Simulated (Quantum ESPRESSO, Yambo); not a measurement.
# InP (F-43m): G0W0 with Yambo, start to end, part 2 of 2

Wanted: ground state, empty states, screening and self-energy for InP (F-43m).

Quantum ESPRESSO 7.5 and Yambo 5.3.0; PBE and many-body steps on it, plane waves. Known limits of the many-body steps: not at the basis limit; no spin-orbit coupling; coarse k mesh.

So far. Step 2 (Ground state): The gap is direct, at Γ. Step 3 (Bands along the symmetry lines): The gap is 0.708 eV, as in the run before at this level.

The database entry behind the starting cell differs from later determinations by our own check (0.1 to 0.3 % short, probably kX units), so it need not match the best structure at ambient conditions.

**4. Empty states on the mesh, 4×4×4 mesh, 255 bands**

Level of this step: DFT, PBE, plane waves, norm-conserving pseudopotentials (Quantum ESPRESSO).

The sums over transitions need many empty states on a uniform mesh; this step solves for them.

The input, pw.in:

```
&control
  calculation = 'nscf'
  prefix = 'x'
  outdir = 'o'
  pseudo_dir = 'pseudo'
/
&system
  ibrav = 0
  nat = 2
  ntyp = 2
  ecutwfc = 80.0
  nbnd = 255
  force_symmorphic = .true.
/
&electrons
  conv_thr = 1e-9
  electron_maxstep = 80
  diago_full_acc = .true.
  diago_thr_init = 5e-6
/
ATOMIC_SPECIES
  In 114.82 In.upf
  P 30.974 P.upf
CELL_PARAMETERS angstrom
  -0.0000000000 2.9305000000 2.9305000000
  2.9305000000 -0.0000000000 2.9305000000
  2.9305000000 2.9305000000 -0.0000000000
ATOMIC_POSITIONS crystal
  In 0.0000000000 0.0000000000 0.0000000000
  P 0.2500000000 0.2500000000 0.2500000000
K_POINTS automatic
  4 4 4 0 0 0
```

The run is started by

```console
> OMP_NUM_THREADS=1 mpirun -n 4 pw.x -nk 4 -in pw.in > pw.out
```

The program printed:

```text
[banner, memory and clock lines left out]
Program PWSCF v.7.5 starts

     Atomic positions and unit cell read from directory:
     o/x.save/

     Message from routine setup:
     using ibrav=0 with symmetry is DISCOURAGED, use correct ibrav instead

     G-vector sticks info

     bravais-lattice index     =            0
     lattice parameter (alat)  =       7.8317  a.u.
     unit-cell volume          =     339.6658 (a.u.)^3
     number of atoms/cell      =            2
     number of atomic types    =            2
     number of electrons       =        26.00
     number of Kohn-Sham states=          255
     kinetic-energy cutoff     =      80.0000  Ry
     charge density cutoff     =     320.0000  Ry
     Exchange-correlation= PBE
                           (   1   4   3   4   0   0   0)

     celldm(1)=   7.831692  celldm(2)=   0.000000  celldm(3)=   0.000000
     celldm(4)=   0.000000  celldm(5)=   0.000000  celldm(6)=   0.000000

     crystal axes: (cart. coord. in units of alat)
               a(1) = (  -0.000000   0.707107   0.707107 )
               a(2) = (   0.707107  -0.000000   0.707107 )
               a(3) = (   0.707107   0.707107  -0.000000 )

     reciprocal axes: (cart. coord. in units 2 pi/alat)
               b(1) = ( -0.707107  0.707107  0.707107 )
               b(2) = (  0.707107 -0.707107  0.707107 )
               b(3) = (  0.707107  0.707107 -0.707107 )
     Pseudo is Norm-conserving + core correction, Zval = 21.0
     Generated using ONCVPSP code by D. R. Hamann
     Using radial grid of 1964 points,  6 beta functions with:
     Pseudo is Norm-conserving + core correction, Zval =  5.0
     Generated using ONCVPSP code by D. R. Hamann
     Using radial grid of 1298 points,  6 beta functions with:
     In               21.00   114.82000     In( 1.00)
     P                 5.00    30.97400     P ( 1.00)

     24 Sym. Ops. (no inversion) found

   Cartesian axes

     site n.     atom                  positions (alat units)
         1        In     tau(   1) = (   0.0000000   0.0000000   0.0000000  )
         2        P      tau(   2) = (   0.3535534   0.3535534   0.3535534  )

     number of k points=     8
                       cart. coord. in units 2pi/alat
        k(    1) = (   0.0000000   0.0000000   0.0000000), wk =   0.0312500
        k(    2) = (   0.1767767   0.1767767  -0.1767767), wk =   0.2500000
        k(    3) = (  -0.3535534  -0.3535534   0.3535534), wk =   0.1250000
[...]
k(    7) = (  -0.7071068   0.0000000   0.0000000), wk =   0.0937500
        k(    8) = (  -0.7071068   0.3535534   0.0000000), wk =   0.1875000

     Dense  grid:    32743 G-vectors     FFT dimensions: (  45,  45,  45)

     The potential is recalculated from file :
     o/x.save/charge-density

     Starting wfcs are   17 randomized atomic wfcs +  238 random wfcs

     Band Structure Calculation

     End of band structure calculation

          k = 0.0000 0.0000 0.0000 (  4111 PWs)   bands (ev):

  -106.7152 -65.1924 -65.1924 -65.1924  -5.8886  -5.8886  -5.8886  -5.7380
    -5.7380  -3.2029   8.3155   8.3155   8.3155   9.0235  12.4042  12.4042
    12.4042  16.9072  17.7286  17.7286  19.5434  19.5434  19.5434  22.2387
[...]
[... 20 further rows ...]
[...]
157.7465 157.7465 158.1993 158.1993 158.1993 158.4398 158.4398

          k = 0.1768 0.1768-0.1768 (  4089 PWs)   bands (ev):

[...]
[... 20 further rows ...]
[...]
161.4477 161.4710 161.4710 162.2757 162.2757 162.6816 162.8919

          k =-0.3536-0.3536 0.3536 (  4092 PWs)   bands (ev):

[...]
64.6026  66.9414  66.9414  66.9954  67.2391  67.2391  68.3617  69.0360
     [... 20 further rows ...]
   157.4465 157.4465 157.5655 157.5655 157.7421 159.2265 159.7296 159.7296
   160.1254 160.5558 160.5558 160.7458 161.1870 161.1870 161.4021

          k = 0.3536 0.0000 0.0000 (  4088 PWs)   bands (ev):

     [... further k-points ...]

     highest occupied, lowest unoccupied level (ev):     8.3155    9.0235

     XML data file, pseudopotentials, collected wavefunctions
```

Elapsed: 24 s, on 4 MPI ranks of Arm Neoverse V1, shared host; peak memory 0.61 GiB.

Numbers from this step:

- gap: 0.7080 eV
- k of the valence top: 0, 0, 0
- k of the conduction bottom: 0, 0, 0
- least direct gap: 0.7080 eV
- k points computed: 8
- lowest point of the top converged band, above the valence top: 150.1243 eV

On this mesh the gap is 0.708 eV.

**5. Conversion and set-up**

This step: Yambo 5.3.0; conversion and set-up on PBE, plane waves, norm-conserving pseudopotentials.

The states are converted to the many-body program's format and the q mesh is built.

The run is started by

```console
> (cd o/x.save; p2y > p2y.log; mv SAVE ../..); yambo > setup.log
```

The program printed:

```text
 Yambo, version 5.3.0

 [02] CORE Variables Setup
 =========================

  [02.01] Unit cells
  ==================

  Cell kind             :  FCC
  Atoms in the cell     :  In  P
  number of In atoms    :  1
  number of P  atoms    :  1

  List of atomic masses
  Mass of In    :  114.8200
  Mass of P     :  30.97400

  List of atomic coordinates    : [cc]
  In1       :  0.000000  0.000000  0.000000  order 1
  P1       :  2.768921  2.768921  2.768921  order 2

  Alat factors          :  5.537842  5.537842  5.537842 [a.u.]
  Direct lattice volume :  339.6658 [a.u.]
  Direct lattice vectors:  A[ 1 ]  A[ 2 ]  A[ 3 ]
   A[ 1 ]: -0.000000  1.000000  1.000000  [iru]
  -0.000000  5.537842  5.537842  [cc]
   A[ 2 ]:  1.000000 -0.000000  1.000000  [iru]
   5.537842 -0.000000  5.537842  [cc]
   A[ 3 ]:  1.000000  1.000000 -0.000000  [iru]
   5.537842  5.537842 -0.000000  [cc]

  Recip. lattice volume :  0.730277 [a.u.]
  Recip. lattice vectors:  B[ 1 ]  B[ 2 ]  B[ 3 ]
   B[ 1 ]: -0.500000  0.500000  0.500000  [iku]
  -0.567295  0.567295  0.567295  [cc]
   B[ 2 ]:  0.500000 -0.500000  0.500000  [iku]
   0.567295 -0.567295  0.567295  [cc]
   B[ 3 ]:  0.500000  0.500000 -0.500000  [iku]
   0.567295  0.567295 -0.567295  [cc]

  [02.02] Symmetries
  ==================

  Inversion symmetry    : yes
  Spatial inversion     : no
  Inversion index       :  25
  K-space Time-reversal : yes
  Magnetic symmetries   : no
  Time-reversal derived K-space symmetries:   25   48
  Group table correct   : yes
  Symmetries units      :  [cc]

   [S  1]:   1.0000      0.21494E-16  0.21494E-16  0.21494E-16   1.0000     -0.21494E-16 -0.21494E-16 -0.21494E-16   1.0000
   [S  2]:  -1.0000     -0.21494E-16  0.21494E-16 -0.21494E-16  -1.0000     -0.21494E-16  0.21494E-16  0.21494E-16   1.0000
   [S  3]:  -1.0000      0.21494E-16 -0.21494E-16 -0.21494E-16   1.0000      0.21494E-16  0.21494E-16 -0.21494E-16  -1.0000
[...]
[S  9]:  0.21494E-16   1.0000      0.21494E-16 -0.21494E-16  0.21494E-16   1.0000       1.0000     -0.21494E-16 -0.21494E-16
   [S 10]:  0.21494E-16  -1.0000     -0.21494E-16 -0.21494E-16 -0.21494E-16  -1.0000       1.0000      0.21494E-16  0.21494E-16
     [... 36 further rows ...]
   [S*47]:   1.0000      0.21494E-16 -0.21494E-16  0.21494E-16 -0.21494E-16  -1.0000     -0.21494E-16   1.0000      0.21494E-16
   [S*48]:   1.0000     -0.21494E-16  0.21494E-16  0.21494E-16  0.21494E-16   1.0000     -0.21494E-16  -1.0000     -0.21494E-16

  [02.03] Reciprocal space
  ========================

  nG shells         :   333
  nG charge         :   32743
  nG WFs            :   4987
  nC WFs            :   4128
  G-vecs. in first 33 shells:  [ Number ]
     1    9   15   27   51   59   65   89  113
    137   169   181   229   259   283   307   331   339
    387   411   459   531   537   561   609   645   701
    725   749   821   869   893   941
  ...
[...]
K/Q-points units:
  rlu = crystal or reduced units; cc = cartesian coordinates; iku = interal k-units

  K [1]          [rlu]:  0.000000  0.000000  0.000000
         WF components:   4111
  K [2]          [rlu]:  0.52668E-17  0.52668E-17  0.25000
         WF components:   4089
  K [3]          [rlu]: -0.10534E-16 -0.10534E-16 -0.50000
         WF components:   4092
  K [4]          [rlu]:  0.87374E-19  0.25000      0.25000
         WF components:   4088
  K [5]          [rlu]:  0.86628E-17  0.25000     -0.50000
         WF components:   4097
  [... 2 further k-points ...]
  K [8]          [rlu]:  0.250000 -0.500000 -0.250000
         WF components:   4128

  [02.05] Energies & Occupations
  ==============================

  [X] === General ===
  [X] Electronic Temperature                        :  0.000000  0.000000 [eV K]
  [X] Bosonic    Temperature                        :  0.000000  0.000000 [eV K]
  [X] Finite Temperature mode                       : no
  [X] El. density                                   :  0.51656E+24 [cm-3]
  [X] Fermi Level                                   :  8.315509 [eV]

  [X] === Gaps and Widths ===
  [X] Conduction Band Min                           :  0.707977 [eV]
  [X] Valence Band Max                              :  0.000000 [eV]
  [X] Filled Bands                                  :  13
  [X] Empty Bands                                   :   14  255
  [X] Direct Gap                                    :  0.707977 [eV]
  [X] Direct Gap localized at k                     :  1
  [X] Indirect Gap                                  :  0.707977 [eV]
  [X] Indirect Gap between kpts                     :  1  1
  [X] Last valence band width                       :  2.910393 [eV]
  [X] 1st conduction band width                     :  3.584950 [eV]

  E @ K [1]:  [eV]
  -115.0307  -73.5080  -73.5080  -73.5080  -14.2041  -14.2041  -14.2041  -14.0535
   -14.054      -11.518     -0.66899E-09 -0.66400E-09   0.0000      0.70798       4.0887       4.0887
    4.08873   8.59168   9.41311   9.41311  11.22791  11.22791  11.22791  13.92323
[...]
occ @ K [1]
[...]
E @ K [2]:  [eV]
[...]
occ @ K [2]
[...]
E @ K [3]:  [eV]
[...]
occ @ K [3]
[...]
E @ K [4]:  [eV]
[...]
occ @ K [4]
[...]
E @ K [5]:  [eV]
[...]
occ @ K [5]
[...]
[... 2 further k-points ...]
  E @ K [8]:  [eV]
[...]
occ @ K [8]
[...]
0.000000  0.000000  0.000000  0.000000  0.000000  0.000000  0.000000  0.000000
   0.000000  0.000000  0.000000  0.000000  0.000000  0.000000  0.000000  0.000000

 [03] Transferred momenta grid and indexing
 ==========================================

 IBZ Q-points                                      :   8
 BZ  Q-points                                      :   64

 K/Q-points units:
 rlu = crystal or reduced units; cc = cartesian coordinates; iku = interal k-units

 Q [1]          [rlu]:  0.000000  0.000000  0.000000
 Q [2]          [rlu]:  0.54193E-16  0.26437E-16  0.25000
 Q [3]          [rlu]: -0.10839E-15 -0.52875E-16 -0.50000
[...]
Q [7]          [rlu]: -0.17475E-18 -0.50000     -0.50000
 Q [8]          [rlu]:  0.250000 -0.500000 -0.250000

  [03.01] X indexes
  =================

   [03.01.01] Sigma indexes
   ========================

 [06] Game Over & Game summary
```

It took 2.7 s on 1 MPI rank; peak memory 0.25 GiB.

**6. Screening and self-energy, 4×4×4 mesh, 255 bands, screening to 231.3 eV**

Now the one-shot GW correction: screening in the RPA, then the self-energy of the levels asked for.

This step: G0W0 on PBE, plane waves, norm-conserving pseudopotentials.

The input, gw1.in:

```
HF_and_locXC
gw0
dyson
ppa
em1d
rim_cut
RandQpts= 1000000
RandGvec= 1 RL
EXXRLvcs= 80 Ry
VXCRLvcs= 320 Ry
Chimod= "HARTREE"
% BndsRnXp
 1 | 255 |
%
NGsBlkXp= 17 Ry
% LongDrXp
 1 | 1 | 1 |
%
% GbndRnge
 1 | 255 |
%
DysSolver= "n"
ExtendOut
PPAPntXp= 27.21138 eV
% QPkrange
 1 | 1 | 12 | 15 |
%
```

The run is started by

```console
> OMP_NUM_THREADS=1 mpirun -n 4 yambo -F gw1.in -J gw1 -C gw1 > gw1.log
```

The program printed:

```text
 Yambo, version 5.3.0

 [02] CORE Variables Setup
 =========================

  [... cell, symmetries and grids as in the set-up ...]

  [02.05] Energies & Occupations
  ==============================

  [X] === General ===
  [X] Electronic Temperature                        :  0.000000  0.000000 [eV K]
  [X] Bosonic    Temperature                        :  0.000000  0.000000 [eV K]
  [X] Finite Temperature mode                       : no
  [X] El. density                                   :  0.51656E+24 [cm-3]
  [X] Fermi Level                                   :  8.315509 [eV]

  [X] === Gaps and Widths ===
  [X] Conduction Band Min                           :  0.707977 [eV]
  [X] Valence Band Max                              :  0.000000 [eV]
  [X] Filled Bands                                  :  13
  [X] Empty Bands                                   :   14  255
  [X] Direct Gap                                    :  0.707977 [eV]
  [X] Direct Gap localized at k                     :  1
  [X] Indirect Gap                                  :  0.707977 [eV]
  [X] Indirect Gap between kpts                     :  1  1
  [X] Last valence band width                       :  2.910393 [eV]
  [X] 1st conduction band width                     :  3.584950 [eV]

 [03] Transferred momenta grid and indexing
 ==========================================

 IBZ Q-points                                      :   8
 BZ  Q-points                                      :   64

 K/Q-points units:
 rlu = crystal or reduced units; cc = cartesian coordinates; iku = interal k-units

 Q [1]          [rlu]:  0.000000  0.000000  0.000000
 Q [2]          [rlu]:  0.54193E-16  0.26437E-16  0.25000
 Q [3]          [rlu]: -0.10839E-15 -0.52875E-16 -0.50000
 Q [4]          [rlu]:  0.87374E-19  0.25000      0.25000
 Q [5]          [rlu]:  0.23853E-16  0.25000      0.50000
 Q [6]          [rlu]:  0.44978E-16  0.25000     -0.25000
 Q [7]          [rlu]: -0.17475E-18 -0.50000     -0.50000
 Q [8]          [rlu]:  0.250000 -0.500000 -0.250000

 [04] Coloumb potential Random Integration (RIM)
 ===============================================

  [04.01] RIM initialization
  ==========================

  * Diagonal components only detected *

  8 x (sBL volume)        :  0.091285 [a.u.]
  sBZ random points       :  1000000
  Points outside the sBZ  :   7999624
  RL volume               :  0.730277 [a.u.]
  Integrated volume       :  0.730312 [a.u.]

  [04.02] RIM integrals
  =====================

  Gamma point sphere radius             :  0.081674 [a.u.]
  Points outside the sphere             :   799635
  [Int_sBZ(q=0) 1/q^2]*(Vol_sBZ)^(-1/3) =:  7.763403
                                 should be <:  7.795600

  Summary of Coulomb integrals for non-metallic bands |Q|[au] RIM/Bare

  Q [1] 0.100000E-4 0.995870 * Q [2] 0.245646 1.064378
  Q [4] 0.283648 1.062979 * Q [6] 0.401138 1.025806
  Q [5] 0.470377 1.018843 * Q [3] 0.491292 1.016674
  Q [7] 0.567295 1.013309 * Q [8] 0.634256 1.010147

 [05] Dipoles
 ============

  [05.01] Setup: observables and procedures
  =========================================

 [06] Dynamic Dielectric Matrix (PPA)
 ====================================

 [WR./gw1//ndb.pp]---------------------------------------------------------------
  Brillouin Zone Q/K grids (IBZ/BZ)                :    8   64    8   64
  RL vectors                                       :   5029 [WF]
  Coulomb cutoff potential                         : none
  Electronic Temperature                           :  0.000000 [K]
  Bosonic    Temperature                           :  0.000000 [K]
  PPA    diel. fun.  energies                      : Perdew, Burke & Ernzerhof(X)+Perdew, Burke & Ernzerhof(C)
  wavefunctions                                    : Perdew, Burke & Ernzerhof(X)+Perdew, Burke & Ernzerhof(C)
  Global Gauge                                     : length
  X matrix size                                    :   459
  X band range                                     :    1  255
  X e/h energy range                               : -1.000000 -1.000000 [eV]
  X Time ordering                                  : R
  X Hxc Kernel                                     : HARTREE
  X Drude frequency                                :  0.000000  0.000000
  X poles                                          :  100.0000 [o/o]
  RL vectors in the sum                            :   5029
  [r,Vnl] included                                 : yes
  Field direction                                  :  0.577350E-5  0.577350E-5  0.577350E-5
  BZ energy Double Grid                            : no
  BZ energy DbGd points                            : 0
  BZ Q point size factor                           : -1.000000
  X Optical Averaged directions                    : none

 [07] Local Exchange-Correlation + Non-Local Fock
 ================================================

 [VXC] Plane waves :   32743
 [EXS] Plane waves :   4279

 QP @ state[ 1 ] K range:  1  1
 QP @ state[ 1 ] b range:  12  15

 [xc] Functional : Perdew, Burke & Ernzerhof(X)+Perdew, Burke & Ernzerhof(C)
 [xc] LIBXC used to calculate xc functional
  PP Number of Atomic Species                      :  2
  NLCC RL compoments                               :   32743
  PP Number of Atomic Species                      :  2
  NLCC RL compoments                               :   32743

 [xc] E_xc :  -18.18792 [Ha]
      E_xc :  -36.37585 [Ry]

  Local XC kind (lXC) : Perdew, Burke & Ernzerhof(X)+Perdew, Burke & Ernzerhof(C)
  Non-Local XC kind (nlXC) : Hartree-Fock

  Corrections @ K [1] :  [eV]
 <12|nlXC|12> = -14.71815  0.10913E-16 <12|lXC|12> = -12.92330  0.11123E-21
 <13|nlXC|13> = -14.71825  0.46700E-17 <13|lXC|13> = -12.92330 -0.56645E-15
 <14|nlXC|14> = -7.794563 -0.36175E-17 <14|lXC|14> = -11.72809  0.37772E-15
 <15|nlXC|15> = -6.368123  0.18255E-17 <15|lXC|15> = -10.79037  0.10226E-19

 [08] Dyson equation: Newton solver
 ==================================

  [08.01] G0W0 (W PPA)
  ====================

  [  GW  ] Bands range     :    1  255
  [GW/PPA] G damping       :  0.100000 [eV]

  QP @ state[ 1 ] K range:  1  1
  QP @ state[ 1 ] b range:  12  15

   Sc/G bands                                       :    1  255
   Sc/G damping                                     :  0.100000 ev
   Sc bands terminator                              : no
   Sx RL components                                 :   4279

   QP @ state[ 1 ] K range                          :  1  1
   QP @ state[ 1 ] b range                          :  12  15
   GF energies kind                                 : Perdew, Burke & Ernzerhof(X)+Perdew, Burke & Ernzerhof(C)
   GF WF`s kind                                     : Perdew, Burke & Ernzerhof(X)+Perdew, Burke & Ernzerhof(C)
   Xs energies kind                                 : Perdew, Burke & Ernzerhof(X)+Perdew, Burke & Ernzerhof(C)
   Xs WF`s kind                                     : Perdew, Burke & Ernzerhof(X)+Perdew, Burke & Ernzerhof(C)

 [11] Game Over & Game summary
```

Run time: 6.7 min. Hardware: 4 MPI ranks; peak memory 2 GiB.

This step gave:

```
G0W0 gap on the points computed              : 1.409 eV
starting gap on the mesh                     : 0.7080 eV
k of the valence top                         : 0, 0, 0
k of the conduction bottom                   : 0, 0, 0
least direct G0W0 gap on the computed points : 1.409 eV
Z at the valence top                         : 0.7804
Z at the conduction bottom                   : 0.7939
```

The gap on the mesh goes from 0.71 eV to 1.41 eV, a correction of +0.70 eV.

Limits: finite bands, cutoff and mesh; no spin-orbit coupling; coarse k mesh. v1 is the top filled band, c1 the lowest empty one. Levels before and after the correction, in eV, zero at the valence-band top of each column:

|  | conduction bottom | valence top |
| --- | --- | --- |
| Kohn-Sham | 0.71 | 0.00 |
| G0W0 | 1.41 | 0.00 |

|  | level | energy (eV) |
| --- | --- | --- |
| Kohn-Sham | Γ v2-v1 | 0.000 |
| Kohn-Sham | Γ c1 | 0.708 |
| Kohn-Sham | Γ c2 | 4.089 |
| G0W0 | Γ v2-v1 | 0.000 |
| G0W0 | Γ c1 | 1.409 |
| G0W0 | Γ c2 | 4.908 |

**7. Where the time went**

Times are wall times on the hardware named with each run, good to a factor of about two.

| step | time | share | memory (GiB) |
| --- | --- | --- | --- |
| ground state | 5.9 s | 1 % | 0.31 |
| bands along the symmetry lines | 5.3 s | 1 % | 0.28 |
| empty states on the mesh | 24 s | 6 % | 0.61 |
| conversion and set-up | 2.7 s | 1 % | 0.25 |
| screening and self-energy | 6.7 min | 91 % | 2 |

**8. Results**

```
PBE gap              : 0.71 eV, direct
G0W0 gap on the mesh : 1.41 eV
GW settings          : 4×4×4 mesh, 255 bands, screening to 231.3 eV, Godby-Needs plasmon pole
known limits         : not at the basis limit; no spin-orbit coupling; coarse k mesh
```

What this shows: G0W0 moves the gap on the mesh from 0.71 eV to 1.41 eV (+0.70 eV), with Z of 0.78 and 0.79 at the edges. Only 1 of the mesh's irreducible points was corrected, so a valley elsewhere could overtake. The dearest step here is «screening and self-energy». Bands and cutoff are finite, so the gap is not at the basis limit. The miss can reach some tenths of an eV and take either sign; the mesh is an error of its own. In the G0W0 run levels were corrected at 1 k point alone, so a gap called «on the mesh» is the least over those, and an edge elsewhere would be missed. The 4×4×4 mesh is coarse for this cell, which bears on the long-range parts of exchange and screening. The many-body steps are scalar-relativistic: spin-orbit coupling is not in them.

[Paths, hosts, dates, memory and timing lines, banners, echoed tables and standing remarks are left out of the program output.]

[Logs are printed without paths, hosts, clocks, repeated set-up lines and the standing remarks that a program may print on its own settings, such as how far it seeks lower states.]

[Runs of the session that timed out or met a known fault of the program may be left out.]

[Hosts, paths, dates, database ids (printed as entryN), source tags and the programs' standing remarks are cut or masked in the printed files.]
